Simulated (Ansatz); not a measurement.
One atom moved over a plane in SiC

All numbers below come from DFT PBE, scalar-relativistic, plane waves, PAW in Ansatz 0.2.0. Cutoff 420 eV, Γ-centred 12×12×12 k-points, Gaussian smearing of 0.05 eV. No spin polarisation. Energies are free energies at this smearing, counted from the undisturbed cell; pressure is positive in compression.

The undisturbed cell (as given, not relaxed at this level; it stands at 4.8 GPa):

```
Si C
1.0
     0.00000    2.17400    2.17400
     2.17400    0.00000    2.17400
     2.17400    2.17400    0.00000
Si C
1 1
Direct
  0.00000 0.00000 0.00000
  0.75000 0.75000 0.75000
```

Atom 1 (Si) is moved by p along (0.707, 0.707, 0.000) and q along (0.000, 0.000, 1.000) (Å), all else fixed. Points are written (p, q).

Energy above the undisturbed cell in eV/cell (a dash: not computed):

| p \ q | -0.450 | -0.225 | 0.000 | 0.225 | 0.450 |
| --- | --- | --- | --- | --- | --- |
| -0.450 | ? | 4.87 | 2.13 | 1.20 | 1.53 |
| -0.225 | 3.43 | ? | 0.50 | ? | 1.65 |
| 0.000 | 1.73 | 0.48 | 0.00 | 0.48 | 1.73 |
| 0.225 | 3.43 | ? | 0.50 | ? | 1.65 |
| 0.450 | ? | 4.87 | 2.13 | 1.20 | 1.53 |

Problem. Fill in the withheld energies.

Solution. (-0.450, -0.450): 9.58; (-0.225, -0.225): 1.48; (-0.225, 0.225): 0.64; (0.225, -0.225): 1.48; (0.225, 0.225): 0.64; (0.450, -0.450): 9.58.